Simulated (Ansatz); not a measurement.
HgTe:

```xyz
2
Lattice="0.0000 3.1800 3.1800 3.1800 0.0000 3.1800 3.1800 3.1800 0.0000" Properties=species:S:1:pos:R:3 pbc="T T T"
Hg    0.0000    0.0000    0.0000
Te    3.1800    3.1800    3.1800
```

Measurements of this composition are mostly on another form, of space group No. 216.

```yaml
Program: Ansatz 0.2.0
Task: relaxation of cell and atoms
Functional: LDA
Potentials_or_basis: Ansatz PAW
Cutoff: "420 eV (not typed: the program's choice for these potentials)"
k_mesh: 7 × 7 × 7
Occupations: fermi-dirac, width 0.05 eV
Spin: no spin polarisation
```

At the start: volume 32.16 Å³/atom.

Question: Where does the relaxation end?

Answer: It ends after 6 steps and the volume is 26.21 Å³/atom (-18.5 %); space group Fm-3m (No. 225, to 0.05 Å).

The path:
```csv
step,energy change (eV),largest force (eV/Å),volume (Å³)
1,0.0000,0.0000,64.31
2,-0.3343,0.0000,55.36
3,-0.3532,0.0000,50.67
4,-0.3653,0.0000,52.62
5,-0.3656,0.0000,52.41
6,-0.3634,0.0000,52.41
```

Final structure:
```
Hg Te
1.0
     0.00000    2.97032    2.97032
     2.97032    0.00000    2.97032
     2.97032    2.97032    0.00000
Hg Te
1 1
Direct
  0.00000 0.00000 0.00000
  0.50000 0.50000 0.50000
```

Caveat: the volume moved by over 15 % at a fixed basis, so the end points are rough; the plane-wave basis is chosen anew once the cell has moved, so the energies of steps on either side of that aren't comparable; the volume moved by -19 % from the deposited cell, more than functionals usually miss; the PAW data sets come from PBE, with cores solved anew for the run's functional, which leaves a small shift of forces and pressure.
